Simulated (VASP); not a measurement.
# PbTe: G0W0 on PBE, by volume over the given one and cell

PbTe, Fm-3m (no. 225), 2 atoms in the cell. PBE, GW; PAW potentials Pb_d_GW, Te_GW (PBE set).

| Volume over the given one | Cell | Quasiparticle gap on the mesh (eV) | Gap of the starting point on the mesh (eV) | Quasiparticle gap at the zone centre (eV) | Starting gap at the zone centre (eV) | Correction of the gap between the band edges on the mesh (eV) | Time (s) |
|---|---|---|---|---|---|---|---|
| 0.94 | scale = 0.94 | 0.94 | 0.59 | 5.80 | 5.73 | 0.35 | 120 |
| 0.97 | scale = 0.97 | 1.01 | 0.66 | 5.64 | 5.57 | 0.35 | 107 |
| 1 | as given | 1.07 | 0.73 | 5.50 | 5.42 | 0.34 | 115 |
| 1.03 | scale = 1.03 | 1.13 | 0.79 | 5.34 | 5.27 | 0.34 | 128 |

Limits: spin-orbit coupling is left out, which can change the gap by several tenths of an eV or more with Pb and Te; the mesh is coarse: the screening isn't converged, and the gap may still move by about 0.1 eV.

## Input of the first row

INCAR.step1:
```
PREC = Accurate
ENCUT = 300
ISMEAR = 0
SIGMA = 0.05
LASPH = T
LREAL = F
GGA = PE
ALGO = Normal
EDIFF = 1E-8
NELM = 150
LWAVE = T
LCHARG = F
KPAR = 4
```

INCAR.step2, as INCAR.step1 but for:
```
- ALGO = Normal
- NELM = 150
+ ALGO = Exact
+ NELM = 1
+ ISTART = 1
+ NBANDS = 224
+ LOPTICS = T
```

INCAR.step3:
```
PREC = Accurate
ENCUT = 300
ISMEAR = 0
SIGMA = 0.05
LASPH = T
LREAL = F
GGA = PE
ALGO = EVGW0
NBANDS = 224
NBANDSGW = 15
ENCUTGW = 130
NOMEGA = 96
PRECFOCK = Fast
ISTART = 1
LWAVE = F
LCHARG = F
NELMGW = 1
OMEGAMAX = 30
KPAR = 4
```

KPOINTS:
```
k-points
0
Gamma
  4 4 4
```

POSCAR:
```
TePb
1.0
    0.0000000000      3.1650427173      3.1650427173
    3.1650427173      0.0000000000      3.1650427173
    3.1650427173      3.1650427173      0.0000000000
Pb Te
1 1
Direct
    0.0000000000      0.0000000000      0.0000000000
    0.5000000000      0.5000000000      0.5000000000
```

Commands (each step's output is kept before the next begins):
```
cat potpaw_PBE.64/Pb_d_GW/POTCAR potpaw_PBE.64/Te_GW/POTCAR > POTCAR
cp INCAR.step1 INCAR
mpirun -np 4 vasp_std > vasp.out
cp INCAR.step2 INCAR
mpirun -np 4 vasp_std > vasp.out
cp INCAR.step3 INCAR
mpirun -np 4 vasp_std > vasp.out
```

VASP 6.6.1 took 120 s on 4 cores (Intel Xeon Platinum 8259CL @ 2.50GHz (Skylake/Cascade Lake)), a shared host.
